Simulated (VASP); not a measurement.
Method: PBE GGA, VASP's PBE PAW potentials (set 64) (plane waves; VASP).

A VASP calculation is set up with these files.

INCAR:
```
ENCUT = 400   # plane-wave cut-off (eV)
PREC = Normal
LREAL = .FALSE.   # projection in real space or not
DIPOL = 0.5 0.5 0.5
ISMEAR = 0   # Gaussian
SIGMA = 0.05   # width (eV)
GGA = PE   # PBE
LWAVE = .FALSE.
LMAXMIX = 4   # l cut-off of mixed one-centre charges
SYSTEM = AlSb(110) slab
NELM = 100   # most electronic steps
LDIPOL = .TRUE.
IDIPOL = 3
LCHARG = .FALSE.
NELMIN = 4
LORBIT = 11   # lm-projected
LASPH = .TRUE.   # aspherical one-centre terms
EDIFF = 1E-6   # SCF stop (eV)
ALGO = Normal
LVHAR = .TRUE.
```

### KPOINTS
```
Automatic mesh
0
Gamma
4 5 1
0 0 0
```

POSCAR:
```
AlSb(110) slab
6.2320010
  1.0000000618   0.0000000000   0.0000000000
  0.0000000000   0.7071068841   0.0000000000
  0.0000000000   0.0000000000   4.5643173831
Al Sb
6 6
direct
  0.9379075845   0.0000000000   0.6739782931
  0.5234115538   0.5000000000   0.6204700631
  0.0172382291   0.0000000000   0.5371655706
  0.5172382291   0.5000000000   0.4628344294
  0.0234115538   0.0000000000   0.3795299369
  0.4379075845   0.5000000000   0.3260217069
  0.2716611814   0.0000000000   0.6148905668
  0.7346719747   0.5000000000   0.7037899948
  0.2651094765   0.0000000000   0.4592771376
  0.7651094765   0.5000000000   0.5407228624
  0.2346719747   0.0000000000   0.2962100052
  0.7716611814   0.5000000000   0.3851094332
```

POTCAR, in this order: Al Sb (PBE.64 set). Program: vasp_std. Read from the step before: WAVECAR.

Output of the run:

File OUTCAR:
```
 ion  position               nearest neighbor table
   1  0.938  0.000  0.674-   7 2.67   8 2.68   8 2.68
   2  0.523  0.500  0.620-   7 2.71   7 2.71   8 2.71  10 2.72
   3  0.017  0.000  0.537-   9 2.70  10 2.71  10 2.71   7 2.72
   4  0.517  0.500  0.463-  10 2.70   9 2.71   9 2.71  12 2.72
   5  0.023  0.000  0.380-  12 2.71  12 2.71  11 2.71   9 2.72
   6  0.438  0.500  0.326-  12 2.67  11 2.68  11 2.68
   7  0.272  0.000  0.615-   1 2.67   2 2.71   2 2.71   3 2.72
   8  0.735  0.500  0.704-   1 2.68   1 2.68   2 2.71
   9  0.265  0.000  0.459-   3 2.70   4 2.71   4 2.71   5 2.72
  10  0.765  0.500  0.541-   4 2.70   3 2.71   3 2.71   2 2.72
  11  0.235  0.000  0.296-   6 2.68   6 2.68   5 2.71
  12  0.772  0.500  0.385-   6 2.67   5 2.71   5 2.71   4 2.72
  LATTYP: Found a simple orthorhombic cell.
 ALAT       =     4.4066908088
 B/A-ratio  =     1.4142134440
 C/A-ratio  =     6.4549186067
 Subroutine PRICEL returns:
 Original cell was already a primitive cell.
 Subroutine GETGRP returns: Found  4 space group operations
The static configuration has the point symmetry C_1h.
 The point group associated with its full space group is C_2v.
The dynamic configuration has the point symmetry C_1h.
 Subroutine INISYM returns: Found  4 space group operations
 Subroutine IBZKPT returns following result:
 Found      9 irreducible k-points:

 Following reciprocal coordinates:
            Coordinates               Weight
  0.000000  0.000000  0.000000      1.000000
  0.250000  0.000000  0.000000      2.000000
  0.500000  0.000000  0.000000      1.000000
  0.000000  0.200000  0.000000      2.000000
  0.250000  0.200000  0.000000      4.000000
  0.500000  0.200000  0.000000      2.000000
  0.000000  0.400000  0.000000      2.000000
  0.250000  0.400000  0.000000      4.000000
  0.500000  0.400000  0.000000      2.000000
   k-points           NKPTS =      9   k-points in BZ     NKDIM =      9   number of bands    NBANDS=     31
   number of dos      NEDOS =    301   number of ions     NIONS =     12
...
```

**OSZICAR**
```
       N       E                     dE             d eps       ncg     rms          rms(c)
DAV:   1    -0.473746331018E+02   -0.47375E+02   -0.14513E-05   670   0.176E-02    0.524E-03
DAV:   2    -0.473746325846E+02    0.51721E-06   -0.30506E-06   576   0.886E-03    0.161E-03
DAV:   3    -0.473746324321E+02    0.15249E-06   -0.89742E-07   405   0.457E-03    0.108E-03
DAV:   4    -0.473746324521E+02   -0.19999E-07   -0.26686E-07   321   0.256E-03
   1 F= -.47374632E+02 E0= -.47374632E+02  d E =-.393229E-12
```

File OUTCAR:
```
------------------------ aborting loop because EDIFF is reached ----------------------------------------
  FORCE on cell =-STRESS in cart. coord.  units (eV):
  Direction    XX          YY          ZZ          XY          YZ          ZX
  --------------------------------------------------------------------------------------
  Total       -1.4952111     -2.2195442     -0.4927066      0.0000000      0.0000000      0.0000000
  in kB       -3.0666883     -4.5523003     -1.0105446      0.0000000      0.0000000      0.0000000
  external PRESSURE =      -2.8765111 kB  Pullay stress =       0.0000000 kB
  volume of cell :      781.17
      direct lattice vectors                 reciprocal lattice vectors
     6.232001385  0.000000000  0.000000000     0.160462095  0.000000000  0.000000000
     0.000000000  4.406690809  0.000000000     0.000000000  0.226927652  0.000000000
     0.000000000  0.000000000 28.444830496     0.000000000  0.000000000  0.035155773
 POSITION                                       TOTAL-FORCE (eV/Angst)
 -----------------------------------------------------------------------------------
      5.84504      0.00000     19.17120         0.010282      0.000000     -0.020664
      3.26190      2.20335     17.64917        -0.002241      0.000000      0.002348
      0.10743      0.00000     15.27958         0.012050      0.000000      0.009875
      3.22343      2.20335     13.16525         0.012050      0.000000     -0.009875
      0.14590      0.00000     10.79566        -0.002241      0.000000     -0.002348
      2.72904      2.20335      9.27363         0.010282      0.000000      0.020664
      1.69299      0.00000     17.49046        -0.023626      0.000000     -0.001010
      4.57848      2.20335     20.01919         0.009640      0.000000     -0.022187
      1.65216      0.00000     13.06406        -0.006105      0.000000      0.011643
      4.76816      2.20335     15.38077        -0.006105      0.000000     -0.011643
      1.46248      0.00000      8.42564         0.009640      0.000000      0.022187
      4.80899      2.20335     10.95437        -0.023626      0.000000      0.001010
 -----------------------------------------------------------------------------------
    total drift:                               -0.000017     -0.000000     -0.000004
  FREE ENERGIE OF THE ION-ELECTRON SYSTEM (eV)
  ---------------------------------------------------
  free  energy   TOTEN  =       -47.3746324521 eV

  energy  without entropy=      -47.3746324521  energy(sigma->0) =      -47.37463245

 total charge

# of ion       s       p       d       tot
------------------------------------------
    1        0.458   0.297   0.000   0.756
    2        0.416   0.335   0.000   0.750
    3        0.418   0.338   0.000   0.756
    4        0.418   0.338   0.000   0.756
    5        0.416   0.335   0.000   0.750
    6        0.458   0.297   0.000   0.756
    7        1.116   1.381   0.022   2.519
    8        1.167   1.292   0.019   2.479
    9        1.115   1.379   0.022   2.516
   10        1.115   1.379   0.022   2.516
   11        1.167   1.292   0.019   2.479
   12        1.116   1.381   0.022   2.519
--------------------------------------------------
tot          9.380  10.045   0.126  19.551
```
(Selected blocks of OUTCAR.)

The cell is a thin slab with vacuum, built from AlSb (zinc blende): (110) face.
